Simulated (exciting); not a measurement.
The system is Se.

```
Se
1.0
     2.81056    0.00000    0.00000
     0.00000    2.81056    0.00000
     0.00000    0.00000    2.81056
Se
1
Direct
  0.00000 0.00000 0.00000
```

This isn't the form of Se at room conditions, which is trigonal, of chains.

```yaml
Program: exciting (release sodium)
Task: single point
Functional: PBEsol
Potentials_or_basis: all-electron LAPW+lo, shipped species files, valence relativity iora*
rgkmax: 9
k_mesh: 9 × 9 × 9
Occupations: fermi-dirac, width 0.05 eV
Spin: no spin polarisation
gmaxvr_cutoff_of_density_and_potential: 14 1/bohr
lmaxapw_and_lmaxmat: 10
lmaxvr: 8
nempty: 8
Valence_relativity: iora*
epsengy: 1e-05 Ha
epspot: 1e-05 Ha
maxscl: 60
Muffin-tin_radii: Se 2.0 bohr
```

On this cell: band gap on the k mesh none (metal or under the smearing width).

The same run follows on a disturbed copy (cell strained at random at fixed volume):

```
CELL_PARAMETERS angstrom
2.77396 -0.00090 -0.00263
-0.00090 2.88326 -0.00420
-0.00263 -0.00420 2.77586
ATOMIC_POSITIONS crystal
Se 0.01312 0.00779 0.00128
```

Task: What does the disturbed cell give?

Result: The energy (extrapolated to zero smearing) moves by -1.2 meV/atom; band gap on the k mesh none (metal or under the smearing width).

The energy falls, though the first cell shows no forces: that form is unstable against this distortion, unless noise or another electronic state is at work.

Caveats: the free energy is that total less TS from the occupations.
